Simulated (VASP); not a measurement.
Mo: single point with PBE

The system is Mo, a slab with vacuum.

```xyz
5
Lattice="2.8496 0.0000 0.0000 -1.4248 2.4679 0.0000 0.0000 0.0000 24.3069" Properties=species:S:1:pos:R:3 pbc="T T T"
Mo    1.4248    0.8226    7.5000
Mo    0.0000    1.6452    9.8267
Mo    0.0000    0.0000   12.1534
Mo    1.4248    0.8226   14.4802
Mo    0.0000    1.6452   16.8069
```

The slab is cut from a database's or a generator's crystal, which needn't be the stable form of the element.

The cell isn't the ideal one: the (1 1 1) slab of Mo, cut from the database cell, not relaxed.

```yaml
Program: VASP 6.6.1
Task: single point
Functional: PBE
Potentials_or_basis: VASP PAW PBE potentials, release 64 (Mo_sv)
Cutoff: 520 eV
k_mesh: 11 × 11 × 1
Occupations: fermi-dirac, width 0.05 eV
Spin: no spin polarisation
Dipole_correction: yes
Further_INCAR_settings: ALGO = Normal; EDIFF = 1e-07; NBANDS = 43
```

```
Largest force          : 0.144 eV/Å
Band gap on the k mesh : none (metal or under the smearing width)
```

Forces on the atoms (eV/Å):
```
Mo   0.000  0.000  0.144
Mo   0.000  0.000  0.111
Mo   0.000  0.000  0.000
Mo   0.000  0.000 -0.111
Mo   0.000  0.000 -0.144
```

Levels at points of the mesh, in eV from the Fermi level:
```tsv
k point	band 34	band 35	band 36	band 37	band 38	band 39
(0.00, 0.00, 0.00)	-0.51	-0.51	-0.25	-0.25	-0.19	-0.19
```

Wall time 2.8 min on 1 thread of Intel(R) Xeon(R) 6975P-C (Granite Rapids) (shared host), peak memory 0.34 GiB.
